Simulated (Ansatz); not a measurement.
# Ru: element swaps in one structure

One table from this session's results is given with a row withheld; the runs are named, their logs left out.

Computed with Ansatz 0.2.0 (DFT r2SCAN, scalar-relativistic, plane waves, PAW, unless a step's input says otherwise).

1 further run of the same task is left out (set aside as unsound or not needed).

## The system as given

Symmetry: P6_3/mmc, No. 194, hexagonal system. The conventional cell has a = 2.702 Å, b = 2.702 Å, c = 4.266 Å, α = 90.00°, β = 90.00°, γ = 120.00°. Ru (site symmetry -6m2) has 12 Ru at 2.64 to 2.70 Å as nearest neighbours.

As a file:

```
CELL_PARAMETERS angstrom
2.70246 0.00000 0.00000
-1.35123 2.34040 0.00000
0.00000 0.00000 4.26584
ATOMIC_POSITIONS crystal
Ru 0.33333 0.66667 0.25000
Ru 0.66667 0.33333 0.75000
```

It goes back to an entry of the Materials Project.

This cell was relaxed beforehand with the same method: volume 13.49 Å³/atom, gap on the mesh none (metal).

The first run:

Contents of input.yaml:

```yaml
crystal:
  lattice:
    - [2.8031451152, 0.0, 0.0]
    - [-1.4015725576, 2.4275948803, 0.0]
    - [0.0, 0.0, 4.4247628419]
  atoms:
    - { symbol: Mo, position: [0.3333333333, 0.6666666667, 0.25] }
    - { symbol: Mo, position: [0.6666666667, 0.3333333333, 0.75] }
basis:
  ecutwfc: 500
kpoints:
  mp_grid: { grid: [6, 6, 4] }
hamiltonian:
  xc: r2scan
scf:
  occupations: { method: gaussian, width: 0.1 }
output:
  forces: true
  stress: true
  eigenvalues: true
```

On the command line:

```
> ansatz run input.yaml --threads 1 --pin off --max-ram 2560MiB --backend cpu --events-out ev --progress --plain --runs-dir out
```

Among the steps run: Probe: one point at the start (Mo); A loose first relaxation (Mo); Full relaxation (Mo).

One table of the session follows, with a row left open; its other results are not shown here.

Lengths are those of the vectors of the cell that was run:

```
   swap  volume (Å³/atom)  a (Å)  b (Å)  c (Å)
   none             13.49  2.702  2.702  4.266
Ru → Os             14.01  2.736  2.736  4.322
Ru → Fe             12.26  2.541  2.541  4.384
Ru → Mo                 ?      ?      ?      ?
Ru → Ti             17.30  2.936  2.936  4.636
```

Estimate the missing values for Ru → Mo.

As computed: volume (Å³/atom): 15.98; a (Å): 2.735; b (Å): 2.735; c (Å): 4.931. In the column «volume (Å³/atom)» it lies between Ru → Os (14.01) and Ru → Ti (17.30).

Lengths are those of the computed cell. Rows of earlier swaps come from the sessions before.
